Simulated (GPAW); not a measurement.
Runs of GPAW 26.7.0 on LiF (Griceite). The structure is cubic, space group Fm-3m (No. 225). The conventional cell has a = 4.028 Å, b = 4.028 Å, c = 4.028 Å, α = 90.00°, β = 90.00°, γ = 90.00°. Around F (site symmetry m-3m) lie 6 Li at 2.01 Å. Around Li (site symmetry m-3m) lie 6 F at 2.01 Å. 

```csv
potentials or basis,data set,gap on the mesh (eV),pressure (GPa)
"GPAW PAW data sets (gpaw-data 1.2.1), pw",-,9.07,(a)
"PAW data sets generated in the run's folder for this functional, pw",-,9.06,0.6
"GPAW PAW data sets (gpaw-data 1.2.1), newer versions, pw",F v2,9.07,3.2
"JTH PAW 2.0, PBE, pw","F jth, Li jth",9.06,1.4
```

Alike in all rows: task band structure; level PBE; no spin polarisation; cell as given; k mesh 11 × 11 × 11; cutoff (eV) 800; smearing fermi-dirac 0.05 eV.

Task: Estimate the missing entries.

Result: (a) 2.0.

Caveats: the program truncates these outside data sets (some runs).

The runs don't all hold the same shells in valence.
